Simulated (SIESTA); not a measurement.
## BaTiO3 under changes of volume

One of the cells (12.840 Å³/atom); the others are scaled copies at fixed shape and fractional positions:

```xyz
5
Lattice="2.8274 1.6324 2.3184 -2.8274 1.6324 2.3184 0.0000 -3.2648 2.3184" Properties=species:S:1:pos:R:3 pbc="T T T"
Ba    0.0000    0.0000    0.0000
Ti    0.0000    0.0000    3.3698
O     1.3885   -0.8017    2.3988
O    -1.3885   -0.8017    2.3988
O     0.0000    1.6033    2.3988
```

| Property | Result |
| --- | --- |
| Program | SIESTA 5.4.2 |
| Functional | LDA |
| Potentials or basis | PseudoDojo 0.4 standard (LDA files) |
| Basis | DZP (energy shift 0.003 Ry; two zetas on semicore shells; d shell added on Ba) |
| Grid cutoff | 800 Ry |
| Energy shift | 0.003 Ry |
| k mesh | 5 × 5 × 5 |
| Occupations | fermi-dirac, width 0.05 eV |
| Spin | no spin polarisation |

```csv
volume (Å³/atom),energy over the lowest point (meV/atom),pressure (GPa),gap on the mesh (eV),largest force (eV/Å)
12.070,?,?,?,?
12.327,3.03,4.0,2.49,0.573
12.583,0.00,-0.1,2.44,0.343
12.840,3.13,-3.7,2.38,0.126
13.097,11.76,-7.0,2.33,0.130
13.354,25.24,-9.8,2.28,0.273
13.611,43.07,-12.4,2.23,0.451
```

**Question.** What does the run at 12.070 Å³/atom give?

**Answer.** Energy over the lowest point 12.91 meV/atom; pressure 8.5 GPa; gap on the mesh 2.54 eV; largest force 0.814 eV/Å.

Worked out: A Birch-Murnaghan fit of order 3 (a polynomial in V^(-2/3)) to the other rows has its minimum at 12.58 Å³/atom with B0 = V·E''(V) = 189 GPa and B' = 4.8 at fixed shape and positions, which overstates the stiffness. It gives 13.02 meV/atom at 12.070 Å³/atom, against the run's 12.91, and -dE/dV = 8.6 GPa, against 8.5. A straight line through the other rows of the gap, of slope -2.64 eV per unit of ln V, extrapolates to 2.55 eV, against the run's 2.54.

Energies are extrapolated to zero smearing.

Caveats: this set's barium file shifts pressures by up to 1 GPa against other sets; spin-orbit coupling is left out, which moves the levels of the heavy elements; an odd mesh through Γ misses points on the zone boundary, where band edges often lie; the basis of atomic orbitals isn't converged, which shifts pressures, moduli and gaps.
